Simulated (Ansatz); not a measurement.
MoS₂, space group R3m, a band structure

Program: the Python package of Ansatz (0.2.0).

Interactive session:
```pycon
>>> import warnings
>>> import ansatz
>>> import numpy as np
>>> from pymatgen.core import Lattice, Structure
>>> from pymatgen.io.ase import AseAtomsAdaptor
>>> pmg_structure = Structure(
...     Lattice([(1.58, 0.912213, 6.15), (-1.58, 0.912213, 6.15), (0.0, -1.824427, 6.15)]),
...     ["Mo", "S", "S"],
...     [
...         (0.0, 0.0, 0.0),
...         (0.25, 0.25, 0.25),
...         (0.417, 0.417, 0.417),
...     ],
... )
>>> xtal = ansatz.Crystal.from_ase(AseAtomsAdaptor.get_atoms(pmg_structure))
>>> xtal.resolved().tree()["lattice"]
((1.58, 0.912213, 6.15), (-1.58, 0.912213, 6.15), (0.0, -1.824427, 6.15))
>>> path = [
...     ("H_0", (0.5, -0.18133, 0.18133)),
...     ("L", (0.5, 0.0, 0.0)),
...     ("G", (0.0, 0.0, 0.0)),
...     ("S_0", (0.34067, -0.34067, 0.0)),
... ]
>>> calculation = (
...     xtal.calculation()
...     .functional("r2SCAN", dispersion="d3bj")
...     .eigensolver("davidson", full_accuracy=True)
...     .kpoints(spacing=0.23)
...     .occupations("gaussian", width=0.01)
...     .scf(tolerance=1e-05)
...     .basis(750)
...     .band_structure([point for _, point in path], intervals=4)
...     .scf(extra_bands=6)
...     .band_table()
... )
>>> with warnings.catch_warnings(record=True) as caught:
...     warnings.simplefilter("always")
...     result = calculation.run()
...
>>> print("warnings raised:", sorted(w.category.__name__ for w in caught) or "none")
warnings raised: ['DeckWarning']
>>> summary = result.report
>>> summary["n_electrons"]
26.0
>>> summary["kweights"]
[0.0007513148009015778, 0.004507888805409466, 0.004507888805409466, 0.004507888805409466, 0.004507888805409466, 0.004507888805409466, 0.004507888805409466, 0.009015777610818933, 0.009015777610818933, 0.009015777610818933, 0.009015777610818933, 0.009015777610818933, 0.009015777610818933, 0.009015777610818933, 0.009015777610818933, 0.004507888805409466, [...]
>>> summary["mixing_algorithm"], summary["preconditioner"], summary["eigensolver"]
('MSR1', 'none', 'davidson')
>>> print(f"free energy      {summary['free_energy_ev']:.5f} eV")
free energy      -6782.74319 eV
>>> print(f"per atom         {summary['free_energy_ev'] / len(result.lattice.sites):.5f} eV")
per atom         -2260.91440 eV
>>> print(f"SCF iterations   {summary['n_iterations']}  (converged: {summary['converged']})")
SCF iterations   6  (converged: True)
>>> problems = list(summary["published_state_doubts"])
>>> if not summary["converged"] or summary.get("closed_by") != "deck_thresholds":
...     problems.append("loop closed by " + str(summary.get("closed_by")))
...
>>> print("accepted" if not problems else f"check before use: {problems}")
accepted
>>> print("band  energy (eV)  occupation (first spin channel), at k =", summary["kpoints_frac"][0])
band  energy (eV)  occupation (first spin channel), at k = [0.0, 0.0, 0.0]
>>> for band, (e, occ) in enumerate(zip(summary["eigenvalues_ev"][0], summary["occupations"][0]), start=1):
...     print(f"{band:4d} {e:12.4f} {occ:9.4f}")
...
   1     -52.5914    2.0000
   2     -26.0123    2.0000
   3     -25.7757    2.0000
   4     -25.7757    2.0000
   5      -4.8668    2.0000
   6      -3.0642    2.0000
   7       3.6855    2.0000
   8       7.3223    2.0000
   9       7.3223    2.0000
  10       8.4913    2.0000
  11       8.4913    2.0000
  12       9.6055    2.0000
  13       9.7852    2.0000
  14      13.1481    0.0000
  15      13.1481    0.0000
  16      13.5621    0.0000
  17      13.5621    0.0000
  18      17.0105    0.0000
  19      19.7447    0.0000
>>> bands = result.band_structure()
>>> fermi = bands.fermi_energy_ev
>>> print(f"zero of the bands: {fermi:.3f} eV, the Fermi level found on the SCF mesh")
zero of the bands: 11.503 eV, the Fermi level found on the SCF mesh
>>> for spin, channel in enumerate(bands.channels):
...     print("channel", spin, "- computed levels within 8 eV of the Fermi level")
...     for i, (label, _) in enumerate(path):
...         levels = channel.eigenvalues_ev[i * 4] - fermi
...         print(f"  {label:3s}", " ".join(f"{e:7.3f}" for e in levels if abs(e) < 8))
...
channel 0 - computed levels within 8 eV of the Fermi level
  H_0  -7.106  -6.258  -5.611  -5.133  -4.489  -3.511  -1.358   0.519   1.951   2.666   4.003   6.149   7.104
  L    -7.546  -6.348  -5.802  -4.803  -3.023  -2.338  -2.067   1.165   1.606   3.168   3.219   5.086   6.699
  G    -7.817  -4.181  -4.181  -3.012  -3.012  -1.897  -1.718   1.645   1.645   2.059   2.059   5.508
  S_0  -7.118  -6.235  -5.664  -5.138  -4.410  -3.566  -1.341   0.489   1.954   2.651   4.016   6.065   7.344
```

Caveats:
- The settings weren't tested for convergence.
- No spin polarisation was allowed.
- The dispersion term runs with damping parameters of another functional.
- An opening on this mesh may only mean that it misses a point where bands touch.
- The starting cell is as deposited in a crystallographic database; the results hold for this polymorph, which needn't be the stable one.
- Gaps and levels are Kohn-Sham values on a finite set of k-points, without spin-orbit coupling.
- Hardware and time: 2.5 min on 1 thread of Arm Neoverse V1, with other jobs on the host, peak memory 0.67 GiB.
